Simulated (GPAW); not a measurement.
**WC and the effect of the choice of potentials or basis**

```cif
data_structure
_symmetry_space_group_name_H-M 'P-6m2'
_symmetry_Int_Tables_number 187
_cell_length_a 2.9065
_cell_length_b 2.9065
_cell_length_c 2.8366
_cell_angle_alpha 90.000
_cell_angle_beta 90.000
_cell_angle_gamma 120.000
_cell_volume 20.75
loop_
_atom_site_label
_atom_site_type_symbol
_atom_site_symmetry_multiplicity
_atom_site_Wyckoff_symbol
_atom_site_fract_x
_atom_site_fract_y
_atom_site_fract_z
_atom_site_occupancy
W1 W 1 a 0.00000 0.00000 0.00000 1
C1 C 1 f 0.66667 0.33333 0.50000 1
```

Kept alike: task band structure; functional PBE; k mesh 10 × 10 × 9; occupations fermi-dirac, width 0.05 eV; no spin polarisation. Program: GPAW, cutoff 800 eV. The mesh is that of the run's cell of 2 atoms. No spin-orbit coupling.

| choice of potentials or basis | pressure (GPa) |
| --- | --- |
| GPAW PAW data sets (gpaw-data 1.2.1) | 5.37 |
| GPAW PAW data sets (gpaw-data 1.2.1), other valence | 16.98 |
| PAW data sets generated for this functional | 5.37 |

Pressure is positive in compression; the values hold the error of the finite cutoff, so their zero can differ a little from the energy's minimum. For a metal such a mesh leaves the last digits unconverged. Runs of this series that gave no sound value for these columns are left out.

The pressure runs from 5.37 (GPAW PAW data sets (gpaw-data 1.2.1); PAW data sets generated for this functional) to 16.98 GPa (GPAW PAW data sets (gpaw-data 1.2.1), other valence).
